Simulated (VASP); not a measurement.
Crystal: VN.

```xyz
2
Lattice="0.0000 2.0640 2.0640 2.0640 0.0000 2.0640 2.0640 2.0640 0.0000" Properties=species:S:1:pos:R:3 pbc="T T T"
V     0.0000    0.0000    0.0000
N     2.0640    2.0640    2.0640
```

The cell was built by a generator and needn't be a form met in nature.

| Quantity | Value |
| --- | --- |
| Program | VASP 6.6.1 |
| Task | relaxation of cell and atoms |
| Functional | LDA |
| Potentials or basis | VASP PAW LDA potentials, release 64 (V_sv, N) |
| Cutoff | 600 eV |
| k mesh | 16 × 16 × 16 |
| Occupations | methfessel-paxton, width 0.1 eV |
| Spin | collinear spin, ferromagnetic start |
| Starting moments | [2.0, 0.0] μB |

At the start: pressure -19.3 GPa; volume 8.79 Å³/atom.

Question: Where does the relaxation end?

Answer: Over 4 steps the energy falls by 32.5 meV/atom and the volume is 8.28 Å³/atom (-5.8 %); space group Fm-3m (No. 225, to 0.05 Å); moment 0.00 μB per cell.

The path:
| step | energy change (eV) | largest force (eV/Å) | pressure (GPa) | volume (Å³) |
| --- | --- | --- | --- | --- |
| 1 | 0.0000 | 0.0000 | -19.29 | 17.59 |
| 2 | 0.1280 | 0.0000 | 44.01 | 15.03 |
| 3 | -0.0649 | 0.0000 | -0.54 | 16.59 |
| 4 | -0.0649 | 0.0000 | -0.16 | 16.57 |

Final structure:
```
V N
1.0
     0.00000    2.02333    2.02333
     2.02333    0.00000    2.02333
     2.02333    2.02333    0.00000
V N
1 1
Direct
  0.00000 0.00000 0.00000
  0.50000 0.50000 0.50000
```
